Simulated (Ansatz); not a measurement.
## H on a Li site in LiH

The calculation used Ansatz 0.2.0, DFT PBE, scalar-relativistic, plane waves, PAW. (420 eV cutoff, 2×2×2 k-mesh, shifted by half a step, Gaussian smearing of 0.01 eV, collinear spin in charge +1, -1 alone)

Host crystal, relaxed:

```
CELL_PARAMETERS angstrom
0.00000 2.00355 2.00355
2.00355 0.00000 2.00355
2.00355 2.00355 0.00000
ATOMIC_POSITIONS crystal
Li 0.00000 0.00000 0.00000
H 0.50000 0.50000 0.50000
```

Supercell of 32 atoms, rows in host cell vectors: -3 1 1; 1 -3 1; 1 1 1. Atoms relax at the host's cell, keeping the symmetry that the supercell leaves at the site. The cell is small, so energies carry finite-size errors of tenths of an eV. The host's Kohn–Sham gap is 2.98 eV. Atoms are taken from and returned to the elements' standard states. Charged cells are corrected for image charges with the computed static dielectric tensor (mean 14.9) and aligned with the host's potential at far atoms (alignment terms reach 0.46 eV; the program doubts the alignment in some charges, where it is up to 0.46 eV). No band-filling term is added, and the Fermi level counts from the host's valence band top.

Starting moments were lost in some runs.

Defect: H on a Li site at (0.000, 0.000, 0.000) of the host cell.

**Question.** What is the formation energy of the neutral defect?

**Answer.** 4.39 eV.

**Question.** Does the neutral defect carry a moment, and how do its surroundings relax?

**Answer.** The neutral run had no spin polarisation, so a moment wasn't tested. The nearest neighbours before are 6 H at 2.00 Å; after relaxation the atoms near the site are 6 H at 1.97 Å; the largest move is 0.03 Å.

**Question.** Charges +1, 0, -1 were computed. Which is stable where in the gap?

**Answer.** Among the charges computed the stable one is +1 at the valence band top, changing to 0 at 0.02 eV, changing to -1 at 1.22 eV. In charge +1 the cell has partly filled bands: a level of the defect may be part filled, the carrier may sit in the host's bands, or levels may cross between the k points, so transitions that involve it are doubtful. Without the alignment that the program doubts, the level (+1/0) would lie at -0.45 eV, outside the gap, so these runs don't decide whether the defect changes charge there. Levels between neighbouring charges: (+1/0) 0.02 eV, (0/-1) 1.22 eV.